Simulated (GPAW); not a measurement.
Runs of GPAW 26.7.0 on TiTe2. Symmetry: P-3m1, No. 164, trigonal system. Conventional cell: a = 3.777 Å, b = 3.777 Å, c = 6.498 Å, α = 90.00°, β = 90.00°, γ = 120.00°. Around Te (site symmetry 3m) lie 3 Ti at 2.77 Å. Ti (site symmetry -3m) is surrounded by 6 Te at 2.77 Å. 

| task | level | potentials or basis | spin | cell | optimizer | fmax | max steps | target pressure | band path | gap on the mesh (eV) | pressure (GPa) | relaxed volume (Å³/atom) | largest force (eV/Å) |
| --- | --- | --- | --- | --- | --- | --- | --- | --- | --- | --- | --- | --- | --- |
| relaxation of cell and atoms | PBEsol | PAW data sets generated in the run's folder for this functional, pw | off | relaxed | FIRE | 0.05 eV/Å | 40 | - | - | none | 0.1 | 25.19 | 0.01 |
| relaxation of cell and atoms | M06-L | GPAW PAW data sets (gpaw-data 1.2.1), pw | off | relaxed to -1 GPa | BFGS | 0.05 eV/Å | 100 | -1 GPa | - | none | -1.1 | - | 0.03 |
| band structure | BP86 | PAW data sets generated in the run's folder for this functional, pw | SOC, no magnetisation | as given | - | - | - | - | GMKGALHA,LM,KH | - | 1.0 | - | 0.09 |
| relaxation of cell and atoms | OLYP | PAW data sets generated in the run's folder for this functional, pw | off | relaxed | BFGS | 0.02 eV/Å | 40 | - | - | none | 0.0 | (a) | 0.01 |

Alike in all rows: k mesh 6 × 6 × 3; cutoff (eV) 600; smearing fermi-dirac 0.05 eV.

Q: Fill in the values left out.

A: (a) 38.20.

Caveats: later steps reuse the first step's grids (some runs); this functional lacks dispersion, which binds the layers, so the pressure and a relaxed spacing across them are unreliable (some runs); the PAW data sets were made with another functional, which shifts forces and pressure a little (some runs); spin-orbit coupling was added after a scalar SCF, so levels and gaps hold it while energy, forces, pressure and moments don't (some runs); this program's spin-orbit splittings come out too wide for heavy elements (some runs); the volume moved by over 15 % at a fixed basis, so the end points are rough (some runs); this functional lacks dispersion, which binds the layers, so the pressure and a relaxed spacing across them are unreliable, and here the layers came unbound (some runs).

A k mesh can miss the band edges, and rows without SOC leave out spin-orbit coupling on Te.

A gap of «none» marks a metal or a gap under the smearing width.
